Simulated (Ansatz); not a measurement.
Set up this calculation in Ansatz 0.2.0, as the native input.

| Quantity | Value |
| --- | --- |
| Task | band structure |
| Functional | PBEsol |
| Potentials or basis | Ansatz PAW |
| Cutoff | 420 eV (not typed: the program's choice for these potentials) |
| k mesh | 8 × 8 × 5 |
| Occupations | fermi-dirac, width 0.05 eV |
| Spin | spin-orbit coupling, no magnetisation |
| Path | [["G", "M", "K", "G", "A", "L", "H", "A"], ["L", "M"], ["K", "H"]] |
| Points for each segment of the path | 14 |

The system is Pd.

```
Pd
1.0
     2.78367    0.00000    0.00000
    -1.39183    2.41072    0.00000
     0.00000    0.00000    4.62889
Pd
2
Direct
  0.33333 0.66667 0.25000
  0.66667 0.33333 0.75000
```

This isn't the form of Pd at room conditions, which is fcc.

These files were run (other wordings do the same):

input.yaml

```yaml
crystal:
  lattice:
    - [2.7836650458, 0.0, 0.0]
    - [-1.3918325229, 2.4107246453, 0.0]
    - [0.0, 0.0, 4.628893]
  atoms:
    - { symbol: Pd, position: [0.3333333333, 0.6666666667, 0.25] }
    - { symbol: Pd, position: [0.6666666667, 0.3333333333, 0.75] }
hamiltonian:
  xc: pbesol
  pseudopotentials: { kind: paw_fr }
magnetization:
  noncollinear: true
  spin_orbit: true
kpoints:
  mp_grid: { grid: [8, 8, 5] }
  band_path:
    path:
      - [[0.0, 0.0, 0.0], [0.5, 0.0, 0.0], [0.3333333333, 0.3333333333, 0.0], [0.0, 0.0, 0.0], [0.0, 0.0, 0.5], [0.5, 0.0, 0.5], [0.3333333333, 0.3333333333, 0.5], [0.0, 0.0, 0.5]]
      - [[0.5, 0.0, 0.5], [0.5, 0.0, 0.0]]
      - [[0.3333333333, 0.3333333333, 0.0], [0.3333333333, 0.3333333333, 0.5]]
    npoints: 14
scf:
  occupations: { method: fermi_dirac, width: 0.05 }
  n_extra_bands: 6
output:
  forces: true
  stress: true
  eigenvalues: true
  fatbands: true
```

Potentials or basis: Ansatz PAW.

The run is started by

```sh
$ ansatz run input.yaml --threads 2 --pin off --max-ram 5632MiB --backend cpu --events-out ev --progress --plain --runs-dir out
```

Results of the run:

```json
{
  "Pressure": "-10.2 GPa",
  "Band gap on the k mesh": "none (metal or under the smearing width)"
}
```

Caveat: the PAW data sets come from PBE, with cores solved anew for the run's functional, which leaves a small shift of forces and pressure.

It took 23 s on 2 threads of Arm Neoverse V1 (shared host), peak memory 0.41 GiB.
